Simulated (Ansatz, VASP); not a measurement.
## One calculation of ZnS, two programs

Contents of POSCAR:

```
ZnS
1.0
    0.0000000000      2.7020000000      2.7020000000
    2.7020000000      0.0000000000      2.7020000000
    2.7020000000      2.7020000000      0.0000000000
Zn S
1 1
Direct
    0.7500000000      0.7500000000      0.7500000000
    0.0000000000      0.0000000000      0.0000000000
```

The input INCAR.step1:

```
SYSTEM = ZnS
ALGO = Normal
EDIFF = 1E-5
ENCUT = 520
GGA = PE
ISIF = 2
ISMEAR = -1
LASPH = .TRUE.
LCHARG = .FALSE.
LREAL = .FALSE.
LWAVE = .TRUE.
NBANDS = 16
NELM = 60
PREC = Accurate
SIGMA = 0.05
```

File INCAR.step2:

```
SYSTEM = ZnS
AEXX = 0.25
ALGO = Normal
EDIFF = 1E-6
ENCUT = 520
GGA = PS
ISIF = 2
ISMEAR = -1
ISTART = 1
LASPH = .TRUE.
LCHARG = .FALSE.
LHFCALC = .TRUE.
LREAL = .FALSE.
LWAVE = .FALSE.
NBANDS = 16
NELM = 60
PREC = Accurate
PRECFOCK = Fast
SIGMA = 0.05
```

File KPOINTS:

```
k-points
0
G
  5 5 5
  0 0 0
```

File KPOINTS_OPT:

```
path GXWKGLUWLK,UX
8
line-mode
reciprocal
 0.0000000000  0.0000000000  0.0000000000  G
 0.5000000000  0.0000000000  0.5000000000  X

 0.5000000000  0.0000000000  0.5000000000  X
 0.5000000000  0.2500000000  0.7500000000  W

 0.5000000000  0.2500000000  0.7500000000  W
 0.3750000000  0.3750000000  0.7500000000  K

 0.3750000000  0.3750000000  0.7500000000  K
 0.0000000000  0.0000000000  0.0000000000  G

 0.0000000000  0.0000000000  0.0000000000  G
 0.5000000000  0.5000000000  0.5000000000  L

 0.5000000000  0.5000000000  0.5000000000  L
 0.6250000000  0.2500000000  0.6250000000  U

 0.6250000000  0.2500000000  0.6250000000  U
 0.5000000000  0.2500000000  0.7500000000  W

 0.5000000000  0.2500000000  0.7500000000  W
 0.5000000000  0.5000000000  0.5000000000  L

 0.5000000000  0.5000000000  0.5000000000  L
 0.3750000000  0.3750000000  0.7500000000  K

 0.6250000000  0.2500000000  0.6250000000  U
 0.5000000000  0.0000000000  0.5000000000  X
```

File input.yaml:

```yaml
crystal:
  lattice:
    - [0.0, 2.702, 2.702]
    - [2.702, 0.0, 2.702]
    - [2.702, 2.702, 0.0]
  atoms:
    - { symbol: Zn, position: [0.75, 0.75, 0.75] }
    - { symbol: S, position: [0.0, 0.0, 0.0] }
hamiltonian:
  xc: { exchange: pbesol, correlation: pbesol, exx: { coeff: 0.25 } }
  pseudopotentials: { kind: paw }
kpoints:
  mp_grid: { grid: [5, 5, 5] }
  band_path:
    path:
      - [[0.0, 0.0, 0.0], [0.5, 0.0, 0.5], [0.5, 0.25, 0.75], [0.375, 0.375, 0.75], [0.0, 0.0, 0.0], [0.5, 0.5, 0.5], [0.625, 0.25, 0.625], [0.5, 0.25, 0.75], [0.5, 0.5, 0.5], [0.375, 0.375, 0.75]]
      - [[0.625, 0.25, 0.625], [0.5, 0.0, 0.5]]
    npoints: 4
scf:
  occupations: { method: fermi_dirac, width: 0.05 }
  n_extra_bands: 6
output:
  forces: true
  stress: true
  eigenvalues: true
  fatbands: false
```

Alike in both runs: task band structure; functional PBEsol0; k mesh 5 × 5 × 5; occupations fermi-dirac, width 0.05 eV; no spin polarisation.

|  | VASP | Ansatz |
| --- | --- | --- |
| version | VASP 6.6.1 | Ansatz 0.2.0 |
| potentials or method | VASP PAW PBE potentials, release 64 (Zn, S) | Ansatz PAW |
| plane-wave cutoff (eV) | 520 | 420 |
| valence electrons in the cell | 18 | 18 |

|  | VASP | Ansatz | Ansatz less VASP |
| --- | --- | --- | --- |
| gap on the k mesh at the Fermi level (eV) | 3.90 | 3.88 | -0.021 |
| least direct gap on the mesh (eV) | 3.90 | 3.88 | -0.021 |
| pressure (GPa) | -1.9 | -1.8 | +0.09 |

Caveats: an unscreened hybrid on a path of extra k points without a Coulomb cutoff has errors near the mesh points, so the bands along the path aren't reliable (VASP); the PAW data sets were made with another functional, which shifts forces and pressure a little (VASP); the PAW data sets come from PBE, with cores solved anew for the run's functional, which leaves a small shift of forces and pressure (Ansatz); the thresholds are loose for stress (Ansatz).
